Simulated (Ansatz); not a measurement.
Runs of Ansatz 0.2.0 on TePb. Symmetry: Pm-3m, No. 221, cubic system. The conventional cell has a = 4.002 Å, b = 4.002 Å, c = 4.002 Å, α = 90.00°, β = 90.00°, γ = 90.00°. Pb (site symmetry m-3m) has 8 Te at 3.47 Å as nearest neighbours. Around Te (site symmetry m-3m) lie 8 Pb at 3.47 Å. Measurements of this composition are mostly on another form, of space group No. 225.

| task | level | cell | k mesh | smearing | atoms under strain | points for each segment of the path | gap on the mesh (eV) | pressure (GPa) | relaxed volume (Å³/atom) |
| --- | --- | --- | --- | --- | --- | --- | --- | --- | --- |
| single point | PBE | as given | 7 × 7 × 7 | gaussian 0.03 eV | - | - | none | 0.1 | - |
| relaxation of cell and atoms | BLYP | relaxed | 7 × 7 × 7 | fermi-dirac 0.05 eV | - | - | - | 0.0 | 35.09 |
| single point | PBE | as given | 7 × 7 × 7 | gaussian 0.029 eV | - | - | none | 0.1 | - |
| relaxation of cell and atoms | revPBE+D4 | relaxed | 7 × 7 × 7 | fermi-dirac 0.05 eV | - | - | - | 0.0 | (a) |
| relaxation of cell and atoms | PBE | relaxed | 7 × 7 × 7 | fermi-dirac 0.05 eV | - | - | - | 0.0 | 32.05 |
| single point | PBE | as given | 7 × 7 × 7 | gaussian 0.017 eV | - | - | none | 0.1 | - |
| single point | PBE | as given | 7 × 7 × 7 | gaussian 0.015 eV | - | - | none | 0.1 | - |
| relaxation of cell and atoms | revPBE+D3(BJ) | relaxed | 7 × 7 × 7 | fermi-dirac 0.05 eV | - | - | - | 0.0 | 29.97 |
| elastic constants | LDA | as given | 5 × 5 × 5 | fermi-dirac 0.05 eV | relaxed | - | none | -4.3 | - |
| single point | PBE | as given | 7 × 7 × 7 | gaussian 0.023 eV | - | - | none | 0.1 | - |
| relaxation of cell and atoms | PBE+D3(BJ) | relaxed | 7 × 7 × 7 | fermi-dirac 0.05 eV | - | - | - | 0.0 | 30.44 |
| band structure | HF | as given | 4 × 4 × 4 | fermi-dirac 0.05 eV | - | 4 | (b) | 6.4 | - |

Alike in all rows: potentials or basis Ansatz PAW; no spin polarisation; cutoff (eV) 420.

Fill in the values left out.

(a) 32.44; (b) 2.91.

Caveats: the plane-wave basis is chosen anew once the cell has moved, so the energies of steps on either side of that aren't comparable (some runs); the PAW data sets come from PBE, with cores solved anew for the run's functional, which leaves a small shift of forces and pressure (some runs); the cell is more than 3 GPa from zero pressure, which shifts response properties (some runs); the elastic tensor has a negative eigenvalue, so either the cell is unstable as it stands or the mesh is too thin (some runs); spin-orbit coupling is left out, which as a rule narrows the gap of such compounds by several tenths of an eV (some runs); the thresholds are loose for stress (some runs).

A k mesh can miss the band edges, and the runs leave out spin-orbit coupling on Pb, Te.

A gap of «none» marks a metal or a gap under the smearing width.
